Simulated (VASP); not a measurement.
# VASP 6.6.1, PBE single-point calculation, KBr (strained zincblende)

INCAR

```
LCHARG = .FALSE.
ENCUT = 520
SIGMA = 0.02
GGA = PE
LASPH = .TRUE.
NBANDS = 15
ISMEAR = -1
LREAL = .FALSE.
NELM = 120
PREC = Accurate
ISIF = 2
NSW = 0
IBRION = -1
LWAVE = .FALSE.
EDIFF = 1E-7
```

KPOINTS

```
KPOINTS created by Atomic Simulation Environment
0
Gamma
6 6 6
0 0 0
```

KPOINTS_OPT

```
special points
7
Reciprocal
0.0000000000 0.0000000000 0.0000000000 1
-0.5000000000 -0.5000000000 0.0000000000 1
-0.3750000000 -0.3750000000 0.2500000000 1
-0.3750000000 0.0000000000 0.3750000000 1
0.0000000000 0.0000000000 0.5000000000 1
-0.5000000000 -0.2500000000 0.2500000000 1
0.0000000000 0.2708330000 -0.2708330000 1
```

POSCAR

```
K  Br
 1.0000000000000000
     0.0000000000000000    3.6145333083000000    3.6145333083000000
     3.6145333083000000    0.0000000000000000    3.6145333083000000
     3.6145333083000000    3.6145333083000000    0.0000000000000000
 K   Br
   1   1
Cartesian
  0.0000000000000000  0.0000000000000000  0.0000000000000000
  1.8072666541500000  1.8072666541500000  1.8072666541500000
```

VASP ran with the recommended PBE PAW datasets (16 valence electrons in the cell).

Command

```
mpirun -np 1 vasp_std
```

OSZICAR

```
N       E                     dE             d eps       ncg     rms          rms(c)
DAV:   1     0.989202878485E+02    0.98920E+02   -0.63405E+03   480   0.883E+02
DAV:   2     0.839143572356E+00   -0.98081E+02   -0.89939E+02   621   0.214E+02
DAV:   3    -0.600305019760E+01   -0.68422E+01   -0.68107E+01   670   0.522E+01
DAV:   4    -0.631430754588E+01   -0.31126E+00   -0.31117E+00   757   0.917E+00
DAV:   5    -0.631693519809E+01   -0.26277E-02   -0.26276E-02   677   0.975E-01    0.349E+00
DAV:   6    -0.601925365893E+01    0.29768E+00   -0.39143E-01   634   0.269E+00    0.246E+00
DAV:   7    -0.598766148502E+01    0.31592E-01   -0.20379E-01   669   0.214E+00    0.116E+00
DAV:   8    -0.600768154225E+01   -0.20020E-01   -0.24244E-02   617   0.103E+00    0.208E-01
DAV:   9    -0.600931162367E+01   -0.16301E-02   -0.10377E-03   613   0.188E-01    0.133E-01
DAV:  10    -0.601140341145E+01   -0.20918E-02   -0.18518E-03   494   0.227E-01    0.380E-02
DAV:  11    -0.601143441947E+01   -0.31008E-04   -0.10134E-04   585   0.677E-02    0.103E-02
DAV:  12    -0.601144907219E+01   -0.14653E-04   -0.16274E-05   508   0.294E-02    0.602E-03
DAV:  13    -0.601144981493E+01   -0.74274E-06   -0.18947E-06   648   0.826E-03    0.225E-03
DAV:  14    -0.601144988434E+01   -0.69407E-07   -0.24265E-07   515   0.302E-03
   1 F= -.60114499E+01 E0= -.60114499E+01  d E =-.797716E-11
       N       E                     dE             ncg
DAV:   1    -0.480738504060E+03   -0.32210E+04      210
DAV:   2    -0.113656240116E+04   -0.65582E+03      267
DAV:   3    -0.118135132170E+04   -0.44789E+02      308
DAV:   4    -0.118390466633E+04   -0.25533E+01      324
DAV:   5    -0.118392263624E+04   -0.17970E-01      301
DAV:   6    -0.118392308663E+04   -0.45039E-03      306
DAV:   7    -0.118392308993E+04   -0.32917E-05      317
DAV:   8    -0.118392308999E+04   -0.64233E-07      251
```

From OUTCAR

```
k-points           NKPTS =     16   k-points in BZ     NKDIM =     16   number of bands    NBANDS=     15

   NELECT =      16.0000    total number of electrons

   dimension x,y,z NGX =    40 NGY =   40 NGZ =   40
   dimension x,y,z NGXF=    80 NGYF=   80 NGZF=   80

  energy-cutoff  :      520.00
  volume of cell :       94.45
      direct lattice vectors                 reciprocal lattice vectors
     0.000000000  3.614533308  3.614533308    -0.138330445  0.138330445  0.138330445
     3.614533308  0.000000000  3.614533308     0.138330445 -0.138330445  0.138330445
     3.614533308  3.614533308  0.000000000     0.138330445  0.138330445 -0.138330445

 k-points in reciprocal lattice and weights: KPOINTS created by Atomic Simulation Env
   0.00000000  0.00000000  0.00000000       0.005
   0.16666667  0.00000000  0.00000000       0.037
   0.33333333  0.00000000  0.00000000       0.037
   0.50000000  0.00000000  0.00000000       0.019
   0.16666667  0.16666667  0.00000000       0.028
   0.33333333  0.16666667  0.00000000       0.111
   0.50000000  0.16666667  0.00000000       0.111
  -0.33333333  0.16666667  0.00000000       0.111
   ...

 E-fermi :  -2.4829

 k-point     1 :       0.0000    0.0000    0.0000
  band No.  band energies     occupation
      1     -30.6151      2.00000
      2     -14.8904      2.00000
      3     -14.1224      2.00000
      4     -14.1224      2.00000
      5     -14.1224      2.00000
      6      -3.0150      2.00000
      7      -3.0150      2.00000
      8      -3.0150      2.00000
      9       1.3977      0.00000
     10       5.7288      0.00000
     11       5.7288      0.00000
     12       6.8018      0.00000
     13       6.8018      0.00000
     14       6.8018      0.00000
     15       7.6368      0.00000

 k-point     2 :       0.1667    0.0000    0.0000
  band No.  band energies     occupation
      1     -30.6146      2.00000
      2     -14.9527      2.00000
      3     -14.1245      2.00000
      4     -14.1245      2.00000
      5     -14.0527      2.00000
      6      -3.1411      2.00000
      7      -3.0090      2.00000
      8      -3.0090      2.00000
      9       1.8528      0.00000
     10       5.4698      0.00000
     11       5.4698      0.00000
     12       6.4586      0.00000
     13       6.8496      0.00000
     14       7.2988      0.00000
     15       7.2988      0.00000

 k-point     3 :       0.3333    0.0000    0.0000
  band No.  band energies     occupation
      1     -30.6135      2.00000
      2     -15.0537      2.00000
      3     -14.1288      2.00000
      4     -14.1288      2.00000
      5     -13.9371      2.00000
      6      -3.3393      2.00000
      7      -2.9978      2.00000
      8      -2.9978      2.00000
      9       2.8522      0.00000
     10       5.1523      0.00000
     11       5.3133      0.00000
     12       5.3133      0.00000
     13       6.8346      0.00000
     14       7.0136      0.00000
     15       7.0136      0.00000

 k-point     4 :       0.5000    0.0000    0.0000
  band No.  band energies     occupation
      1     -30.6130      2.00000
      2     -15.0967      2.00000
      3     -14.1309      2.00000
      4     -14.1309      2.00000
      5     -13.8871      2.00000
      6      -3.4184      2.00000
      7      -2.9927      2.00000
      8      -2.9927      2.00000
      9       3.7100      0.00000
     10       4.1659      0.00000
     11       5.3297      0.00000
     12       5.3297      0.00000
     13       6.7671      0.00000
     14       6.7671      0.00000
     15       7.4672      0.00000

 k-point     5 :       0.1667    0.1667    0.0000
  band No.  band energies     occupation
      1     -30.6144      2.00000
      2     -14.9710      2.00000
      3     -14.1275      2.00000
      4     -14.1275      2.00000
      5     -14.0272      2.00000
      6      -3.1675      2.00000
      7      -3.0127      2.00000
      8      -3.0127      2.00000
      9       2.0020      0.00000
     10       4.8759      0.00000
     11       5.9617      0.00000
     12       6.6751      0.00000
     13       7.1199      0.00000
     14       7.1199      0.00000
     15       7.3578      0.00000

 k-point     6 :       0.3333    0.1667    0.0000
  band No.  band energies     occupation
      1     -30.6135      2.00000
      2     -15.0527      2.00000
      3     -14.1337      2.00000
      4     -14.1322      2.00000
      5     -13.9296      2.00000
      6      -3.3065      2.00000
      7      -3.0253      2.00000
      8      -3.0054      2.00000
      9       2.7936      0.00000
     10       4.5096      0.00000
     11       5.7225      0.00000
     12       5.9004      0.00000
     13       6.9931      0.00000
     14       7.0041      0.00000
     15       7.3110      0.00000

 k-point     7 :       0.5000    0.1667    0.0000
  band No.  band energies     occupation
      1     -30.6128      2.00000
      2     -15.1083      2.00000
      3     -14.1412      2.00000
      4     -14.1339      2.00000
      5     -13.8612      2.00000
      6      -3.3715      2.00000
      7      -3.0656      2.00000
      8      -2.9951      2.00000
      9       3.6522      0.00000
     10       4.1694      0.00000
     11       5.2523      0.00000
     12       5.5740      0.00000
     13       6.8854      0.00000
     14       7.1495      0.00000
     15       7.4178      0.00000

 k-point     8 :      -0.3333    0.1667    0.0000
  band No.  band energies     occupation
      1     -30.6130      2.00000
      2     -15.0949      2.00000
      3     -14.1421      2.00000
      4     -14.1309      2.00000
      5     -13.8776      2.00000
      6      -3.3414      2.00000
      7      -3.0795      2.00000
      8      -2.9910      2.00000
      9       3.3992      0.00000
     10       4.5354      0.00000
     11       5.1910      0.00000
     12       5.3679      0.00000
     13       7.1249      0.00000
     14       7.1631      0.00000
     15       7.2291      0.00000

 k-point     9 :      -0.1667    0.1667    0.0000
  band No.  band energies     occupation
      1     -30.6139      2.00000
      2     -15.0220      2.00000
      3     -14.1340      2.00000
      4     -14.1262      2.00000
      5     -13.9681      2.00000
      6      -3.2469      2.00000
      7      -3.0406      2.00000
      8      -2.9977      2.00000
      9       2.4839      0.00000
     10       5.1106      0.00000
     11       5.2270      0.00000
     12       5.9684      0.00000
     13       6.9567      0.00000
     14       7.2676      0.00000
     15       7.4387      0.00000

 k-point    10 :       0.3333    0.3333    0.0000
  band No.  band energies     occupation
      1     -30.6130      2.00000
      2     -15.0949      2.00000
      3     -14.1378      2.00000
      4     -14.1378      2.00000
      5     -13.8745      2.00000
      6      -3.3908      2.00000
      7      -3.0059      2.00000
      8      -3.0059      2.00000
      9       3.0837      0.00000
     10       4.1957      0.00000
     11       5.6150      0.00000
     12       6.5847      0.00000
     13       6.8516      0.00000
     14       6.8516      0.00000
     15       7.8574      0.00000

 k-point    11 :       0.5000    0.3333    0.0000
  band No.  band energies     occupation
      1     -30.6125      2.00000
      2     -15.1330      2.00000
      3     -14.1460      2.00000
      4     -14.1399      2.00000
      5     -13.8233      2.00000
      6      -3.4059      2.00000
      7      -3.0628      2.00000
      8      -2.9994      2.00000
      9       3.2953      0.00000
     10       4.2710      0.00000
     11       5.7100      0.00000
     12       6.1848      0.00000
     13       6.9592      0.00000
     14       7.0949      0.00000
     15       7.3870      0.00000

 k-point    12 :      -0.3333    0.3333    0.0000
  band No.  band energies     occupation
      1     -30.6125      2.00000
      2     -15.1322      2.00000
      3     -14.1522      2.00000
      4     -14.1365      2.00000
      5     -13.8217      2.00000
      6      -3.2899      2.00000
      7      -3.1965      2.00000
      8      -2.9922      2.00000
      9       3.5332      0.00000
     10       4.3183      0.00000
     11       5.5462      0.00000
     12       5.5835      0.00000
     13       7.0614      0.00000
     14       7.2783      0.00000
     15       7.4300      0.00000

 k-point    13 :       0.5000    0.5000    0.0000
  band No.  band energies     occupation
      1     -30.6123      2.00000
      2     -15.1460      2.00000
      3     -14.1429      2.00000
      4     -14.1429      2.00000
      5     -13.8093      2.00000
      6      -3.4739      2.00000
      7      -3.0014      2.00000
      8      -3.0014      2.00000
      9       3.1341      0.00000
     10       4.2705      0.00000
     11       6.3491      0.00000
     12       6.6461      0.00000
     13       6.6461      0.00000
     14       6.9043      0.00000
     15       7.0837      0.00000

 ...

  Total        0.5939117      0.5939117      0.5939117     -0.0000000     -0.0000000      0.0000000
  in kB       10.0750171     10.0750171     10.0750171     -0.0000000     -0.0000000      0.0000000
  external PRESSURE =      10.0750171 kB  Pullay stress =       0.0000000 kB

 POSITION                                       TOTAL-FORCE (eV/Angst)
 -----------------------------------------------------------------------------------
      0.00000      0.00000      0.00000         0.000000      0.000000     -0.000000
      1.80727      1.80727      1.80727        -0.000000     -0.000000      0.000000
 -----------------------------------------------------------------------------------
    total drift:                               -0.000000     -0.000000     -0.000000

  FREE ENERGIE OF THE ION-ELECTRON SYSTEM (eV)
  ---------------------------------------------------
  free  energy   TOTEN  =        -6.0114498843 eV

  energy  without entropy=       -6.0114498843  energy(sigma->0) =       -6.01144988
```

```
gap between bands v and c : 4.39 eV
least direct gap          : 4.41 eV
pressure                  : 1.0 GPa
```

Band v is the last that the valence electrons fill when counted band by band, and c is the next.

The run took about 37 s on one core of a shared host (Intel Xeon Platinum 8488C) and held 0.26 GiB at most.
